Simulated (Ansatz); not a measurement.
**CdTe: how the settings move a single-point run**

Aim: see which settings change the result for CdTe, by how much, and at what cost. The cell is built on a prototype (rocksalt) and needn't be the phase found in nature.

Program: Ansatz 0.2.0. Level of theory: reference: DFT, PBEsol, plane waves, PAW. These are calculated values, not measurements.

4 further runs of the same task are left out: 1 for a known fault of the program, 3 that didn't finish.

## 1. Starting point

Symmetry: Fm-3m, No. 225, cubic system. The conventional cell has a = 6.089 Å, b = 6.089 Å, c = 6.089 Å, α = 90.00°, β = 90.00°, γ = 90.00°. Around Cd (site symmetry m-3m) lie 6 Te at 3.04 Å. Te (site symmetry m-3m) has 6 Cd at 3.04 Å as nearest neighbours.

Coordinates:

```
Cd Te
1.0
     0.00000    3.04436    3.04436
     3.04436    0.00000    3.04436
     3.04436    3.04436    0.00000
Cd Te
1 1
Direct
  0.00000 0.00000 0.00000
  0.50000 0.50000 0.50000
```

## 2. Reference

The input, input.yaml:

```yaml
crystal:
  lattice:
    - [0.0, 3.0443556759, 3.0443556759]
    - [3.0443556759, 0.0, 3.0443556759]
    - [3.0443556759, 3.0443556759, 0.0]
  atoms:
    - { symbol: Cd, position: [0.0, 0.0, 0.0] }
    - { symbol: Te, position: [0.5, 0.5, 0.5] }
kpoints:
  mp_grid: { grid: [6, 6, 6] }
hamiltonian:
  xc: pbesol
scf:
  occupations: { method: fermi_dirac, width: 0.02 }
  n_extra_bands: 4
output:
  forces: true
  stress: true
  eigenvalues: true
```

Launch:

```bash
$ ansatz run input.yaml --threads 4 --pin off --max-ram 3686MiB --backend cpu --events-out ev --progress --plain --runs-dir out
```

## 3. Changed: occupations.method gaussian, occupations.width 0.05

input.yaml, as its differences from that of step 2:

```diff
@@ -13,3 +13,3 @@
 scf:
-  occupations: { method: fermi_dirac, width: 0.02 }
+  occupations: { method: gaussian, width: 0.05 }
   n_extra_bands: 4
```

## 4. Variant: ecutwfc 350

input.yaml, as its differences from that of step 2:

```diff
@@ -19 +19,3 @@
   eigenvalues: true
+basis:
+  ecutwfc: 350
```

## 5. Changed: symmetry.detect false

input.yaml, as its differences from that of step 2:

```diff
@@ -8,2 +8,3 @@
     - { symbol: Te, position: [0.5, 0.5, 0.5] }
+  symmetry: { detect: false }
 kpoints:
```

## 6. Changed: mixing.ndim 1

input.yaml, as its differences from that of step 2:

```diff
@@ -15,2 +15,4 @@
   n_extra_bands: 4
+  mixing: { ndim: 1 }
+  max_iter: 62
 output:
```

## 7. Variant: occupations.method cold, occupations.width 0.5

input.yaml, as its differences from that of step 2:

```diff
@@ -13,3 +13,3 @@
 scf:
-  occupations: { method: fermi_dirac, width: 0.02 }
+  occupations: { method: cold, width: 0.5 }
   n_extra_bands: 4
```

## 8. Changed: ecutrho_ratio 12

input.yaml, as its differences from that of step 2:

```diff
@@ -15,2 +15,3 @@
   n_extra_bands: 4
+  max_iter: 85
 output:
@@ -19 +20,3 @@
   eigenvalues: true
+basis:
+  ecutrho_ratio: 12
```

Before running it: what results should come out? Wanted: for each run, ending; energy change; pressure; gap; force.

**Answer**, as computed:

| run | ending | energy change | pressure (GPa) | gap (eV) | force (eV/Å) | cycles | time |
| --- | --- | --- | --- | --- | --- | --- | --- |
| reference | converged | 0 | -2.2 | 0.00 | 0.00 | 6 | 0.52 s |
| 1: occupations.method gaussian, occupations.width 0.05 | converged | 0.0 meV/atom (σ→0) | -2.2 | 0.00 | 0.00 | 6 | 0.49 s |
| 2: ecutwfc 350 | converged | +3.0 meV/atom | -2.2 | 0.00 | 0.00 | 6 | 0.48 s |
| 3: symmetry.detect false | converged | 0.0 meV/atom | -2.2 | 0.00 | 0.00 | 6 | 2.2 s |
| 4: mixing.ndim 1 | converged | 0.0 meV/atom | -2.2 | 0.00 | 0.00 | 36 | 1.8 s |
| 5: occupations.method cold, occupations.width 0.5 | converged | -2.9 meV/atom (σ→0) | -2.3 | 0.00 | 0.00 | 6 | 0.54 s |
| 6: ecutrho_ratio 12 | converged | 0.0 meV/atom | -2.2 | 0.00 | 0.00 | 6 | 0.7 s |

Residual by cycle in the longest SCF loop of each run; runs are numbered as in the table. The quantity is the density residual dr2, in eV.

| cycle | reference | run 1 | run 2 | run 3 | run 4 | run 5 | run 6 |
| --- | --- | --- | --- | --- | --- | --- | --- |
| 1 | 0.00988 | 0.00979 | 0.0102 | 0.00988 | 0.00988 | 0.0163 | 0.00988 |
| 4 | 9.0e-6 | 8.2e-6 | 8.3e-6 | 9.0e-6 | 0.00491 | 1.6e-5 | 9.0e-6 |
| 7 | - | - | - | - | 0.00497 | - | - |
| 11 | - | - | - | - | 0.00466 | - | - |
| 14 | - | - | - | - | 0.00426 | - | - |
| 17 | - | - | - | - | 0.00421 | - | - |
| 20 | - | - | - | - | 0.00385 | - | - |
| 23 | - | - | - | - | 0.00379 | - | - |
| 26 | - | - | - | - | 0.00347 | - | - |
| 30 | - | - | - | - | 0.00325 | - | - |
| 33 | - | - | - | - | 1.6e-4 | - | - |
| 36 | - | - | - | - | 4.8e-10 | - | - |

**Reading.** Semilocal functionals close small gaps, so the missing gap need not be the real solid's. Run 2 ran under the cutoff that the potentials recommend, as the log warns, so basis error is mixed into its values. Of the variants the dearest is «symmetry.detect false» (2.2 s), the cheapest «ecutwfc 350» (0.48 s), on a shared host.
